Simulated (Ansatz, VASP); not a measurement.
## One calculation of CuAu, two programs

Contents of INCAR:

```
SYSTEM = CuAu
PREC     = Accurate       ! precision mode
ENCUT    = 520            ! plane-wave cutoff, eV
EDIFF    = 1E-6           ! SCF threshold, eV
ISMEAR   = 0              ! smearing method
SIGMA    = 0.15           ! smearing width, eV
LREAL    = .False.        ! projectors in reciprocal space
LASPH    = .True.         ! aspherical terms in the spheres
NELM     = 80             ! most SCF steps
ALGO     = Fast           ! electronic algorithm
ISIF     = 2              ! what is computed and relaxed
LWAVE    = .False.        ! write WAVECAR
LCHARG   = .False.        ! write CHGCAR
GGA      = PE             ! functional
NBANDS   = 18             ! bands
```

The input KPOINTS:

```
regular mesh
0
Gamma
  18 18 14
  0 0 0
```

The input POSCAR:

```
CuAu
1.0
    2.8420000000      0.0000000000      0.0000000000
    0.0000000000      2.8420000000      0.0000000000
    0.0000000000      0.0000000000      3.5599000000
Cu Au
1 1
Direct
    0.5000000000      0.5000000000      0.5000000000
    0.0000000000      0.0000000000      0.0000000000
```

Input for Ansatz:

```yaml
crystal:
  lattice:
    - [2.842, 0.0, 0.0]
    - [0.0, 2.842, 0.0]
    - [0.0, 0.0, 3.5599]
  atoms:
    - { symbol: Cu, position: [0.5, 0.5, 0.5] }
    - { symbol: Au, position: [0.0, 0.0, 0.0] }
basis:
  ecutwfc: 420
kpoints:
  mp_grid: { grid: [18, 18, 14] }
hamiltonian:
  xc: pbe
scf:
  occupations: { method: gaussian, width: 0.15 }
output:
  forces: true
  stress: true
  eigenvalues: true
  write_density: true
  write_potential: true
  elf: true
  volumetric_format: npy
```

Change from the starting cell: strain +0.015 along x and y, -0.030 along z, atoms carried along.

Alike in both runs: task single point; functional PBE; k mesh 18 × 18 × 14; occupations gaussian, width 0.15 eV; no spin polarisation.

```csv
,VASP,Ansatz
version,VASP 6.6.1,Ansatz 0.2.0
potentials or method,"VASP PAW PBE potentials, release 64 (Cu, Au)","scalar-relativistic, plane waves, PAW"
plane-wave cutoff (eV),520,420
valence electrons in the cell,22,38
```

```tsv
	VASP	Ansatz	Ansatz less VASP
gap on the k mesh at the Fermi level (eV)	none	none	-
pressure (GPa)	6.8	6.7	-0.11
largest component of the traceless stress (GPa)	0.13	0.08	-0.049
```

A gap of «none» marks a metal or a gap that the smearing closes. The two sets of potentials don't hold the same shells in valence.

The runs have no spin-orbit coupling, so splittings on Au are missing.
